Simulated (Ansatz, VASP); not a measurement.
## Hf: VASP beside Ansatz

```xyz
1
Lattice="2.3462 0.0000 0.0000 0.0000 2.3462 0.0000 0.0000 0.0000 2.3462" Properties=species:S:1:pos:R:3 pbc="T T T"
Hf    0.0000    0.0000    0.0000
```

Change from the starting cell: volume scaled by 0.52, LAPW.

Alike in both runs: task single point; functional PBE; k mesh 15 × 15 × 15; occupations fermi-dirac, width 0.08 eV; no spin polarisation.

|  | VASP | Ansatz |
| --- | --- | --- |
| version | VASP 6.6.1 | Ansatz 0.2.0 |
| potentials or method | VASP PAW PBE potentials, release 64 (Hf_pv), cutoff 520 eV | all-electron LAPW, scalar-relativistic |

VASP gave:

```
pressure (GPa) : 163.3
```

Q: Estimate Ansatz's values.

A: Pressure (GPa): 167.9.

Ansatz ran all-electron here, so the differences hold the error of VASP's frozen core and of both bases.

Caveats: the cell as given lies far from equilibrium; so large a pressure means that the cell lies far from this level's equilibrium, or that cutoff or potentials fall short (VASP). The runs have no spin-orbit coupling, so splittings on Hf are missing.
